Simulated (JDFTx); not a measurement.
Ta: equation of state with LDA

**The experiment to reproduce.**

“Refinement of the equation of state of tantalum”, 2004, arxiv:cond-mat/0403080 quotes, for a bulk crystal of Ta: bulk modulus 194 GPa.

Ta:

```xyz
1
Lattice="-1.6513 1.6513 1.6513 1.6513 -1.6513 1.6513 1.6513 1.6513 -1.6513" Properties=species:S:1:pos:R:3 pbc="T T T"
Ta    0.0000    0.0000    0.0000
```

| Property | Result |
| --- | --- |
| Program | JDFTx 1.7.0 (patched build) |
| Task | equation of state |
| Functional | LDA |
| Potentials or basis | PseudoDojo-SR-LDA-0.4.1-standard with smoothed tails |
| Cutoff | 789 eV |
| Density cutoff | 3157 eV |
| k mesh | 11 × 11 × 11 |
| Occupations | fermi-dirac, width 0.05 eV |
| Spin | no spin polarisation |

* Equilibrium volume: 17.09 Å³/atom
* Bulk modulus: 229 GPa
* Pressure derivative of the bulk modulus: 4.4

Energy against volume, from the lowest point:
| volume (Å³/atom) | energy (meV/atom) |
| --- | --- |
| 16.930 | 0.00 |
| 17.290 | 0.45 |
| 17.650 | 11.08 |
| 18.010 | 30.81 |
| 18.371 | 58.68 |
| 18.731 | 93.79 |
| 19.091 | 135.39 |

Against the measured bulk modulus of Ta, 194 GPa (quoted in “Refinement of the equation of state of tantalum”, 2004, arxiv:cond-mat/0403080), the calculated 229 GPa is off by +17.8 %. The fit is for a static lattice scaled at fixed shape and fixed fractional positions.

The run has no spin-orbit coupling, so splittings on Ta are missing. LDA usually gives volumes a few per cent too small.
